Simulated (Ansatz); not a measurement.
# Al2O3: a fit and a missing row

Al2O3, R-3c, a = 4.759 Å, c = 12.995 Å. Ansatz: r2SCAN, PAW, 500 eV, Γ-centred 6×6×6 mesh on 10 atoms, Gaussian smearing 0.02 eV; no spin polarisation. Shape and atoms are relaxed at each volume; pressure is positive in compression.

```tsv
V (Å³/atom)	P (GPa)
7.476	42.07
7.731	29.07
7.986	17.90
8.241	8.28
8.496	0.00
8.751	?
9.006	-13.31
9.346	-20.22
```

Q: Take V0 = 8.496 Å³/atom, fit the third-order Birch–Murnaghan form to the other rows, and predict the missing pressure.

A: With the Eulerian strain f = ½[(V0/V)^(2/3) − 1] and y = P/[3f(1 + 2f)^(5/2)], the form is the line y = B0 + 1.5 B0 (B0′ − 4) f. Rows (f, y): 0.04450, 254.6; 0.03246, 255.1; 0.02107, 255.4; 0.01026, 255.7; -0.01906, 256.5; -0.03080, 256.5. Means f = 0.009738, y = 255.63; Σ(Δf)² = 0.004326, ΣΔfΔy = -0.1107; the slope is their ratio. y = 255.9 − 25.60 f GPa, so B0 = 255.9 GPa and B0′ = 4 + 2 × (-25.60)/(3 × 255.9) = 3.93. At V = 8.751, f = -0.00976, y = 256.15 and P = -7.14 GPa. The run gave -7.15 GPa, so the fit is 0.01 GPa too high, within the rms miss on the fitted rows (0.01 GPa).